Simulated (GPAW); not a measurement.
Runs of GPAW 26.7.0 on KMgF3. The structure is cubic, space group Pm-3m (No. 221). Conventional cell: a = 3.986 Å, b = 3.986 Å, c = 3.986 Å, α = 90.00°, β = 90.00°, γ = 90.00°. K (site symmetry m-3m) is surrounded by 12 F at 2.82 Å. Around Mg (site symmetry m-3m) lie 6 F at 1.99 Å. Around F (site symmetry 4/mmm) lie 2 Mg at 1.99 Å. 

| level | potentials or basis | gap on the mesh (eV) |
| --- | --- | --- |
| AM05 | PAW data sets generated in the run's folder for this functional, pw | 7.32 |
| LDA | the program's PAW data sets (release 1.2.1) made for this functional, pw | 6.96 |
| RPBE | the program's PAW data sets (release 1.2.1) made for this functional, pw | 7.63 |
| PBEsol | PAW data sets generated in the run's folder for this functional, pw | (a) |

Alike in all rows: task optical spectrum; no spin polarisation; cell as given; k mesh 6 × 6 × 6; cutoff (eV) 650; smearing fermi-dirac 0.001 eV.

Task: Estimate the missing entries.

Result: (a) 7.13.

Caveats: the long-wavelength limit can be off by a per cent or two; independent-particle spectra lack excitons; an odd mesh through Γ misses points on the zone boundary, where band edges often lie.

Runs at the PBE level aren't shown here.
